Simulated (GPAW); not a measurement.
A run of GPAW 26.7.0 is set up as follows.

The input run.py:

```python
from ase import Atoms
from ase.dft.bandgap import bandgap
from ase.io import write
from ase.units import GPa
from gpaw import GPAW, PW, setup_paths

setup_paths.insert(0, '.')

atoms = Atoms(['W', 'S', 'S'],
              cell=[[1.579, 0.9116360751, 6.1633333333],
                    [-1.579, 0.9116360751, 6.1633333333],
                    [0.0, -1.8232721501, 6.1633333333]],
              scaled_positions=[[0.0, 0.0, 0.0],
                                [0.581, 0.581, 0.581],
                                [0.7503, 0.7503, 0.7503]],
              pbc=True)

calc = GPAW(mode=PW(450),
            xc='PBEsol',
            kpts={'size': (8, 8, 8), 'gamma': True},
            occupations={'name': 'fermi-dirac', 'width': 0.05},
            nbands=25,
            maxiter=120,
            txt='gpaw.txt')
atoms.calc = calc
energy = atoms.get_potential_energy()
forces = atoms.get_forces()
stress = atoms.get_stress()
calc.write('gs.gpw')
write('result.traj', atoms)
print(f'Energy: {energy:.6f} eV')
print('Forces (eV/A):')
print(forces.round(4))
print('Stress (GPa):', (stress / GPa).round(3))
print('Fermi level:', round(calc.get_fermi_level(), 4), 'eV')
print(f'Gap: {bandgap(calc)[0]:.4f} eV, direct: {bandgap(calc, direct=True)[0]:.4f} eV')
```

Potentials or basis: PAW data sets generated in the run's folder for this functional, pw.

The run is started by

```sh
$ gpaw-setup -f PBEsol S W
$ OMP_NUM_THREADS=1 python run.py
```

(1) Predict the pressure.

(2) What does it give for the largest force?

(3) What does it give for the band gap on the k mesh?

Results:

(1) -0.8 GPa.

(2) 0.601 eV/Å.

(3) 1.12 eV, indirect (least direct gap 2.29 eV).

Caveat: the cutoff is short for stress and forces, so pressures can be off by a GPa or more; spin-orbit coupling is left out, which moves the levels of the heavy elements; the program warned that so skewed a cell can give wrong results.
